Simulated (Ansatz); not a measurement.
Crystal: Ta2N.

```
Ta N
1.0
     3.11286    0.00000    0.00000
    -1.55643    2.69582    0.00000
     0.00000    0.00000    4.86984
Ta N
2 1
Direct
  0.33333 0.66667 0.25471
  0.66667 0.33333 0.74529
  0.00000 0.00000 0.00000
```

The cell comes from a database or a generator and needn't be the stable form of this composition.

Base run:

* Program: Ansatz 0.2.0
* Functional: PBE
* Potentials or basis: Ansatz PAW
* Cutoff: 420 eV (not typed: the program's choice for these potentials)
* k mesh: 10 × 10 × 6
* Occupations: fermi-dirac, width 0.05 eV
* Spin: no spin polarisation

Its results: band gap on the k mesh none (metal or under the smearing width); pressure -1.3 GPa; largest force 0.018 eV/Å.

Q: The run is repeated on the same cell with these changes: functional from PBE to PBEsol; spin from no spin polarisation to spin-orbit coupling, no magnetisation; potential files from those of the base run to others of the same set. What comes out?

A: Band gap on the k mesh none (metal or under the smearing width); pressure -9.5 GPa; largest force 0.311 eV/Å.

Several settings changed at once, so the effect can't be laid on one alone.

Caveats: spin-orbit coupling is left out, which moves the levels of the heavy elements (some runs); the PAW data sets come from PBE, with cores solved anew for the run's functional, which leaves a small shift of forces and pressure (some runs).
